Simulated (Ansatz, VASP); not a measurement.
**Ag in VASP and in Ansatz**

```
CELL_PARAMETERS angstrom
0.00000 2.02721 2.02721
2.02721 0.00000 2.02721
2.02721 2.02721 0.00000
ATOMIC_POSITIONS crystal
Ag 0.00000 0.00000 0.00000
```

Alike in both runs: task single point; functional PBEsol; k mesh 28 × 28 × 28; occupations gaussian, width 0.15 eV; no spin polarisation.

|  | VASP | Ansatz |
| --- | --- | --- |
| version | VASP 6.6.1 | Ansatz 0.2.0 |
| potentials or method | VASP PAW PBE potentials, release 64 (Ag) | scalar-relativistic, plane waves, PAW |
| plane-wave cutoff (eV) | 520 | 420 |
| valence electrons in the cell | 11 | 19 |

Ansatz gave:

| Item | Value |
| --- | --- |
| gap on the k mesh at the Fermi level (eV) | none |
| pressure (GPa) | -0.1 |

Estimate VASP's values.

gap on the k mesh at the Fermi level (eV): none; pressure (GPa): -0.3.

A gap of «none» marks a metal or a gap that the smearing closes. The functional is the same, so the differences come from potentials, cutoffs and numerics. The two sets of potentials don't hold the same shells in valence.

Caveats: the PAW data sets were made with another functional, which shifts forces and pressure a little (VASP).
